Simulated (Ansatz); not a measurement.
The parent structure is InCuS$_{2}$ in the chalcopyrite structure (space group I-42d, No. 122; a = 5.522 Å, c = 11.130 Å). Axes: x, y, z lie along a, b, c of the conventional cell.

Method: r2SCAN (Ansatz, a program for electronic structure), no spin-orbit coupling.

Base values:

The valence-band top at Γ is 0.00, -0.02, -0.02 eV.

Modification: tensor shear ε_xy = −3.60 % (engineering shear γ = -0.0720); the atoms relax in the strained cell.

### Question
What does the calculation give for the stress after the change?

### Answer
The stress (xx, yy, zz, yz, xz, xy; compression positive) amounts to (-0.06, -0.06, -0.03, 0.00, 0.00, 2.72) GPa.

### Question
What does the calculation give for the largest internal atomic displacement after the change?

### Answer
The largest internal atomic displacement amounts to 0.055 Å.

### Question
Predict the new valence-band top at Γ.

### Answer
The valence-band top at Γ (three highest levels, from the VBM) becomes 0.00, -0.08, -0.16 eV (base: 0.00, -0.02, -0.02 eV).

### Question
Predict the new energy relative to the base.

### Answer
The energy rises by 13 meV/atom.

The levels and masses belong to the bands next to the band gap. No phonon test of stability was made. The final runs are not spin-polarised.
